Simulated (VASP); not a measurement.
The system is AgBr.

```
CELL_PARAMETERS angstrom
0.00000 2.87015 2.87015
2.87015 0.00000 2.87015
2.87015 2.87015 0.00000
ATOMIC_POSITIONS crystal
Ag 0.00000 0.00000 0.00000
Br 0.50000 0.50000 0.50000
```

```yaml
Program: VASP 6.6.1
Task: relaxation of cell and atoms
Functional: PBE
Potentials_or_basis: VASP PAW PBE potentials, release 64 (Ag, Br)
Cutoff: 300 eV
k_mesh: 4 × 4 × 4
Occupations: gaussian, width 0.03 eV
Spin: no spin polarisation
```

At the start: pressure 2.4 GPa; volume 23.64 Å³/atom.

Question: Where does the relaxation end?

Answer: Over 3 steps the energy falls by 9.8 meV/atom and the volume is 24.98 Å³/atom (+5.7 %); space group Fm-3m (No. 225, to 0.05 Å).

The path:
```csv
step,energy change (eV),largest force (eV/Å),pressure (GPa),volume (Å³)
1,0.0000,0.0000,2.45,47.29
2,-0.0195,0.0000,0.13,49.80
3,-0.0197,0.0000,0.03,49.97
```

Final structure:
```xyz
2
Lattice="0.0000 2.9234 2.9234 2.9234 0.0000 2.9234 2.9234 2.9234 0.0000" Properties=species:S:1:pos:R:3 pbc="T T T"
Ag    0.0000    0.0000    0.0000
Br    2.9234    2.9234    2.9234
```

Caveat: the k mesh is coarse (spacing up to 0.47 Å⁻¹), so the values aren't converged; the cutoff is under 1.25 times the usual one of these potentials, so pressure, stress and relaxed cells hold a basis-set (Pulay) error.
